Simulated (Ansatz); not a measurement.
# CoSi2 (Fm-3m) in Ansatz: further runs

Runs on CoSi2. Level: LDA. Tasks: band structure, single point, equation of state.

All numbers are computed with Ansatz 0.2.0; they aren't measurements. Logs are shortened: lines on timing, memory, paths and dates and some standing lists are left out, and cuts for length are marked.

### 1 Starting point

The structure is cubic, space group Fm-3m (No. 225). The conventional cell has a = 5.356 Å, b = 5.356 Å, c = 5.356 Å, α = 90.00°, β = 90.00°, γ = 90.00°. Co (site symmetry m-3m) has 8 Si at 2.32 Å as nearest neighbours. Around Si (site symmetry -43m) lie 4 Co at 2.32 Å.

### 2 Band structure, LDA, collinear spin, ferromagnetic start

input.yaml

```yaml
crystal:
  lattice:
    - [0.0, 2.678, 2.678]
    - [2.678, 0.0, 2.678]
    - [2.678, 2.678, 0.0]
  atoms:
    - { symbol: Co, position: [0.0, 0.0, 0.0], spin: 2.0 }
    - { symbol: Si, position: [0.75, 0.75, 0.75] }
    - { symbol: Si, position: [0.25, 0.25, 0.25] }
hamiltonian:
  xc: lda
  pseudopotentials: { kind: paw }
magnetization:
  spin_polarized: true
kpoints:
  mp_grid: { grid: [9, 9, 9] }
  band_path:
    path:
      - [[0.0, 0.0, 0.0], [0.5, 0.0, 0.5], [0.5, 0.25, 0.75], [0.375, 0.375, 0.75], [0.0, 0.0, 0.0], [0.5, 0.5, 0.5], [0.625, 0.25, 0.625], [0.5, 0.25, 0.75], [0.5, 0.5, 0.5], [0.375, 0.375, 0.75]]
      - [[0.625, 0.25, 0.625], [0.5, 0.0, 0.5]]
    npoints: 14
scf:
  occupations: { method: fermi_dirac, width: 0.05 }
  n_extra_bands: 7
output:
  forces: true
  stress: true
  eigenvalues: true
  fatbands: true
  write_density: true
  write_potential: true
  elf: true
  volumetric_format: npy
```

Potentials or basis: Ansatz PAW.

On the command line:

```bash
> ansatz run input.yaml --threads 2 --pin off --max-ram 5632MiB --backend cpu --events-out ev --progress --plain --runs-dir out
```

The program printed:

```text
Warning: RAYON_NUM_THREADS=2 ignored (pool sized by the plan → 2); use --threads N
scf.n_extra_bands = 7 over 13 filled bands (N_el = 25.0): the run solves 20 bands
Engine: ansatz 0.2.0, x86_64-unknown-linux-gnu
Pseudopotentials: kind: paw
Pseudopotential: Co, paw, valence charge 17, recommended cutoff 420 eV (normal), Co.paw.azcp
Pseudopotential: Si, paw, valence charge 4, recommended cutoff 420 eV (normal), Si.paw.azcp
Functional definition: SPW92
  exchange = slater_x
  correlation = pw_c
Crystal: 3 atoms, lattice volume = 38.412 Å³
Basis set: ecut = 420 eV, 749 PW (Γ)
Bands: 20, of which v1, the nominal top of the filled ones, is band 13 counted from 1 (12 counted from 0)
Symmetry: 48 space group operations
Space group: Fm-3m (ITA 225), of the structure as read, at distance tolerance 3.4e-5 Å
Magnetic group: BNS 225.116 (UNI 1618), of the structure as read, at distance tolerance 3.4e-5 Å
k-points: 35 of 729
Non-local potential: Co, projectors of the file, l = 0: 3, l = 1: 2, l = 2: 3, l = 3: 1
Non-local potential: Si, projectors of the file, l = 0: 2, l = 1: 2, l = 2: 2
PAW form: soft (Blöchl's): semilocal exchange-correlation on the pseudo side does not see the compensation charge
PAW frozen core: Co, regenerated for the run's functional, and the local potential with it (the file was generated under x = pbe(κ = 0.804, μ = 0.2195149727645171), c = pbe(β = 0.06672455060314922))
PAW frozen core: Si, regenerated for the run's functional, and the local potential with it (the file was generated under x = pbe(κ = 0.804, μ = 0.2195149727645171), c = pbe(β = 0.06672455060314922))
PAW one-centre angular grid: Co, 590 points (default); XC on 64 Gauss nodes
PAW one-centre angular grid: Si, 110 points (default); XC on 64 Gauss nodes
Initial density: superposition of atomic densities (chi_scale 0.1, normalization cell)
Starting moments: Σ|m| = 2 μB on 1 of 3 sites
Initial wavefunctions: pseudopotential atomic-orbital guess
Functional: x = slater, c = lda
SCF iter   1: F=—  HF=-6281.172179 eV  |F-HF|=—  |Δ(HF+E_count)|=         —  Δρ=1.68e-1 (↑1.68e-1 ↓9.52e-2)  dr2=1.90e0  dr2_m=5.79e0  M=0.235 μB ∫|m|=0.288 μB  β_m=0.30  ethr=3.10e-3  ⟨swp⟩=5.7  Hψ=6978  notcnv=0  defer=4
Mixer restart at iter 1: flushing history
preconditioner: auto → Kerker (q_TF=auto, 2.540 Å⁻¹)  [metal: Δε(μ)=0.008 eV  Ē_g=10.037 eV  σ=0.050 eV  W_gap=0.04  n_scr=14 (ndim 8)  ℏωp=24.7 eV  f_vac=0.000  D(μ)=1.83/eV (n_scr^D=14)]
spin=Collinear: Kerker preconditioning applied to the charge; magnetization (m = ρ↑ − ρ↓) channel mixes plain (no charge-response kernel on spin).
SCF iter   2: F=—  HF=-6280.279664 eV  |F-HF|=—  |Δ(HF+E_count)|=   8.93e-1  Δρ=1.10e-1 (↑8.58e-2 ↓1.10e-1)  dr2=1.15e0  dr2_m=3.26e0  M=0.149 μB ∫|m|=0.198 μB  β_m=0.57  ethr=3.10e-3  ⟨swp⟩=2.4  Hψ=2908  notcnv=0  defer=126
SCF iter   3: F=—  HF=-6281.921272 eV  |F-HF|=—  |Δ(HF+E_count)|=    1.64e0  Δρ=5.30e-2 (↑5.30e-2 ↓3.70e-2)  dr2=4.24e-1  dr2_m=6.28e-1  M=0.057 μB ∫|m|=0.079 μB  β_m=0.75  ethr=3.10e-3  ⟨swp⟩=3.0  Hψ=2717  notcnv=0  defer=137
SCF iter   4: F=—  HF=-6281.942712 eV  |F-HF|=—  |Δ(HF+E_count)|=   2.14e-2  Δρ=1.72e-2 (↑1.72e-2 ↓1.57e-2)  dr2=4.43e-1  dr2_m=3.31e-4  M=-0.002 μB ∫|m|=0.005 μB  β_m=0.75  ethr=1.70e-3  ⟨swp⟩=2.7  Hψ=3087  notcnv=0  defer=148
SCF iter   5: F=—  HF=-6281.863363 eV  |F-HF|=—  |Δ(HF+E_count)|=   7.93e-2  Δρ=1.05e-2 (↑1.05e-2 ↓9.96e-3)  dr2=8.73e-2  dr2_m=3.20e-5  M=0.001 μB ∫|m|=0.001 μB  β_m=0.87  ethr=1.70e-3  ⟨swp⟩=2.0  Hψ=2047  notcnv=0  defer=148
SCF iter   6: F=—  HF=-6281.873292 eV  |F-HF|=—  |Δ(HF+E_count)|=   9.93e-3  Δρ=2.53e-3 (↑1.67e-3 ↓2.53e-3)  dr2=3.95e-3  dr2_m=1.45e-4  M=-0.003 μB ∫|m|=0.003 μB  β_m=0.94  ethr=3.49e-4  ⟨swp⟩=2.4  Hψ=2487  notcnv=0  defer=142
SCF iter   7: F=—  HF=-6281.874709 eV  |F-HF|=—  |Δ(HF+E_count)|=   1.42e-3  Δρ=3.14e-4 (↑3.14e-4 ↓2.98e-4)  dr2=1.99e-4  dr2_m=6.41e-6  M=-0.000 μB ∫|m|=0.000 μB  β_m=0.97  ethr=1.58e-5  ⟨swp⟩=2.0  Hψ=2567  notcnv=0  defer=142
SCF iter   8: F=—  HF=-6281.874713 eV  |F-HF|=—  |Δ(HF+E_count)|=   4.17e-6  Δρ=1.02e-4 (↑1.02e-4 ↓8.56e-5)  dr2=1.41e-5  dr2_m=1.10e-7  M=-0.000 μB ∫|m|=0.000 μB  β_m=0.98  ethr=7.96e-7  ⟨swp⟩=2.1  Hψ=1984  notcnv=0  defer=142
SCF iter   9: F=—  HF=-6281.874711 eV  |F-HF|=—  |Δ(HF+E_count)|=   1.69e-6  Δρ=6.47e-5 (↑6.41e-5 ↓6.47e-5)  dr2=5.53e-6  dr2_m=1.06e-9  M=0.000 μB ∫|m|=0.000 μB  β_m=0.99  ethr=5.66e-8  ⟨swp⟩=2.7  Hψ=2302  notcnv=0  defer=142
SCF iter  10: F=—  HF=-6281.874711 eV  |F-HF|=—  |Δ(HF+E_count)|=   2.70e-7  Δρ=1.29e-6 (↑1.29e-6 ↓1.25e-6)  dr2=2.27e-9  dr2_m=2.01e-11  M=0.000 μB ∫|m|=0.000 μB  β_m=1.00  ethr=2.21e-8  ⟨swp⟩=2.0  Hψ=1561  notcnv=0  defer=142
SCF iter  11: F=-6281.874711 eV  HF=-6281.874711 eV  |F-HF|=3.18e-8  |Δ(HF+E_count)|=   5.11e-9  Δρ=5.60e-6 (↑5.60e-6 ↓5.60e-6)  dr2=3.63e-8  dr2_m=1.34e-13  M=0.000 μB ∫|m|=0.000 μB  ethr=9.07e-12  ⟨swp⟩=10.3  Hψ=8810  notcnv=0
SCF 1 converged in 11 iterations: F = -6281.874711 eV  dr2 = 3.63e-8
WARN: the starting moments were not kept: the SCF closed with an absolute magnetisation of 2.7e-7 μB, where they sum to 2 μB in size (1 site). That is at most 0.1 of that sum. Measured as dr2_m measures the in/out step, that magnetisation stands 1.4e-14 eV from none, at or under the dr2_threshold of 1.0e-7 eV: it is no larger than a step whose dr2_m would equal this threshold. The system may hold no moment; this SCF shows only that its start led to no more than that. To try another start: raise the starting moments (crystal.atoms[].spin, magnetization.per_species, magnetization.initial_magnetization, or on a non-collinear deck that types none of these the spinor_matrix: blocks that start its atoms; where the total moment is fixed, keep their sum and leave initial_magnetization as it is; typed ones take the place of any that the run laid by itself, positive ones on a crystal's lanthanoids without a Hubbard term where scf.initial_density.shell_occupations: [] is typed) or, if the notice of its spin-set hold's release reads "site moments contracting" or "site moments show no strong build", lengthen the hold (scf.mixing.spin_hold: { on: { confirm: 4 } }; for m-r²SCAN on two components see the key's manual first). Each may lead to a state that holds a moment. A second SCF, from the converged charge density, with the starting moments and any scf.initial_density.shell_occupations laid on it anew, would have followed, and was not run: the deck does not ask for one (magnetization.retry_lost_moments is false, the default). To let it run, set magnetization.retry_lost_moments: true and run the deck again, where that key's refused combinations let it; where memory then withholds it, that run's warning says so.
NSCF: frozen V_eff on 142 k-points
SCF converged after 11 iterations
Magnetization: 0.0000 μB (12.5000 up, 12.5000 down)
Absolute magnetization: 0.0000 μB (∫|ρ↑−ρ↓|, with the PAW one-centre terms)
Spin contamination: 0.0000 ħ² per cell (⟨S²⟩ above its minimum at these occupations)
Per-site moments (μB) at R_I (Å): [(-6.297271927715543e-9, 0.9566766129255746), (2.369437283180755e-8, 0.9566766129255746), (2.3694372868870436e-8, 0.9566766129255748)]
Free energy (F): -6281.874711 eV
Harris-Foulkes:  -6281.874711 eV  (|F-HF|=3.18e-8)
Internal energy: -6281.864672 eV  (E = F + TS)
E sigma→0 (E₀):  -6281.869692 eV
Entropy (-TS):   -0.010039 eV (-3.346 meV/atom)
Fermi energy:    12.584347 eV
--- Per-component energies (eV) ---
  E_band       = -286.970481
  E_kinetic    = 548.057884
  E_local      = -4105.833406  (includes V_loc(G=0)·N_el)
  E_nonlocal   = 509.437260
  E_hartree    = 1782.581487
  E_xc         = -272.173546
  E_vxc        = -305.514055  (∫ρ·V_xc dr)
  E_paw        = -2426.034920  (= ΣΔE_a)
  E_vpaw       = -498.297192  (= ΣTr[D̂ρ^β])
  E_aug_tail   = 0.000094  (compensation charges beyond the density's cutoff)
  E_ewald      = -2318.486437
  E_core_change = 0.586912  (= ΣΔE_core)
  E_smearing   = -0.010039  (= −TS)
  E_closure    = 0.000000  (closes the sum)
  Σ components = -6281.874711   (vs F -6281.874711, Δ=0.00e0)
--- Forces (eV/Å), atoms counted from 1 ---
  atom   1  Co    -0.00000000     0.00000000     0.00000000
  atom   2  Si     0.00000000     0.00000000     0.00000000
  atom   3  Si     0.00000000     0.00000000    -0.00000000
  max |Σ_I F_I| component: 3.70e-17 eV/Å
--- Stress (GPa, compression-positive) ---
       -8.419461      -0.000000       0.000000
       -0.000000      -8.419461      -0.000000
       -0.000000       0.000000      -8.419461
  P = ⅓ Tr σ = -8.4195 GPa (-84.195 kbar)
--- Band table (eV; the first three rows and the last of 70) ---
  k-point 0 ↑: bands = ["-81.3494", "-45.0783", "-45.0783", "-45.0783", "-0.4766", "8.5212", "8.5212", "8.5212", "10.7131", "10.7131", "13.2643", "16.0514", "16.0514", "16.0514", "16.0629", "16.0629", "16.0629", "18.2368", "18.2368", "18.2368"]
  k-point 1 ↑: bands = ["-81.3494", "-45.0786", "-45.0784", "-45.0784", "-0.2894", "8.0689", "8.5873", "8.5873", "10.6595", "10.6595", "13.3218", "14.3211", "15.0611", "15.0611", "17.0051", "17.0051", "17.8659", "17.8659", "17.8880", "18.0533"]
  k-point 2 ↑: bands = ["-81.3495", "-45.0794", "-45.0785", "-45.0785", "0.2657", "6.9426", "8.7546", "8.7546", "10.5750", "10.5750", "12.0570", "14.0705", "14.0705", "14.6365", "16.6749", "16.6749", "17.2855", "18.8953", "18.8953", "19.6804"]
  k-point 34 ↓: bands = ["-81.3494", "-45.0802", "-45.0799", "-45.0792", "3.9739", "4.7749", "6.7931", "6.9391", "10.0930", "10.3453", "10.7349", "11.2079", "11.9520", "15.8182", "16.4934", "18.2152", "19.8839", "21.5656", "22.7275", "24.9794"]
```

Run time: 6 s. Hardware: 2 threads of AMD EPYC 7R43 (Zen 3), shared host; peak memory 0.4 GiB.

What came out:

| Item | Value |
| --- | --- |
| Free energy | -6281.8747 eV |
| Pressure | -8.4 GPa |
| Band gap on the k mesh | none (metal or under the smearing width) |
| Net moment | 0.00 μB per cell |
| Absolute moment | 0.00 μB per cell |

Levels at the corners of the path, in eV from the Fermi level:
Spin up:
```
point  band 9  band 10  band 11  band 12  band 13  band 14  band 15  band 16  band 17  band 18
    Γ   -1.87    -1.87     0.68     3.47     3.47     3.47     3.48     3.48     3.48     5.65
    X   -3.59    -1.96    -1.96    -1.89    -1.30     1.59     2.95     8.64     9.52     9.52
    W   -2.29    -2.29    -1.96    -1.42    -0.64     3.66     3.66     5.84     6.64     9.39
    K   -3.37    -2.24    -1.77    -1.19    -0.93     1.99     4.98     5.88     7.54     9.84
    Γ   -1.87    -1.87     0.68     3.47     3.47     3.47     3.48     3.48     3.48     5.65
    L   -2.19    -1.61    -1.61    -0.42    -0.42     2.65     3.48     3.48     4.31    10.36
    U   -3.37    -2.24    -1.77    -1.19    -0.93     1.99     4.98     5.88     7.54     9.84
    W   -2.29    -2.29    -1.96    -1.42    -0.64     3.66     3.66     5.84     6.64     9.39
    L   -2.19    -1.61    -1.61    -0.42    -0.42     2.65     3.48     3.48     4.31    10.36
    K   -3.37    -2.24    -1.77    -1.19    -0.93     1.99     4.98     5.88     7.54     9.84
    U   -3.37    -2.24    -1.77    -1.19    -0.93     1.99     4.98     5.88     7.54     9.84
    X   -3.59    -1.96    -1.96    -1.89    -1.30     1.59     2.95     8.64     9.52     9.52
```
Spin down:
| point | band 9 | band 10 | band 11 | band 12 | band 13 | band 14 | band 15 | band 16 | band 17 | band 18 |
| --- | --- | --- | --- | --- | --- | --- | --- | --- | --- | --- |
| Γ | -1.87 | -1.87 | 0.68 | 3.47 | 3.47 | 3.47 | 3.48 | 3.48 | 3.48 | 5.65 |
| X | -3.59 | -1.96 | -1.96 | -1.89 | -1.30 | 1.59 | 2.95 | 8.64 | 9.52 | 9.52 |
| W | -2.29 | -2.29 | -1.96 | -1.42 | -0.64 | 3.66 | 3.66 | 5.84 | 6.64 | 9.39 |
| K | -3.37 | -2.24 | -1.77 | -1.19 | -0.93 | 1.99 | 4.98 | 5.88 | 7.54 | 9.84 |
| Γ | -1.87 | -1.87 | 0.68 | 3.47 | 3.47 | 3.47 | 3.48 | 3.48 | 3.48 | 5.65 |
| L | -2.19 | -1.61 | -1.61 | -0.42 | -0.42 | 2.65 | 3.48 | 3.48 | 4.31 | 10.36 |
| U | -3.37 | -2.24 | -1.77 | -1.19 | -0.93 | 1.99 | 4.98 | 5.88 | 7.54 | 9.84 |
| W | -2.29 | -2.29 | -1.96 | -1.42 | -0.64 | 3.66 | 3.66 | 5.84 | 6.64 | 9.39 |
| L | -2.19 | -1.61 | -1.61 | -0.42 | -0.42 | 2.65 | 3.48 | 3.48 | 4.31 | 10.36 |
| K | -3.37 | -2.24 | -1.77 | -1.19 | -0.93 | 1.99 | 4.98 | 5.88 | 7.54 | 9.84 |
| U | -3.37 | -2.24 | -1.77 | -1.19 | -0.93 | 1.99 | 4.98 | 5.88 | 7.54 | 9.84 |
| X | -3.59 | -1.96 | -1.96 | -1.89 | -1.30 | 1.59 | 2.95 | 8.64 | 9.52 | 9.52 |

Caveat: the starting moments collapsed, and a magnetic state may lie lower; the PAW data sets come from PBE, with cores solved anew for the run's functional, which leaves a small shift of forces and pressure; the starting moments weren't kept.

(Part 1 of 2 ends here.)
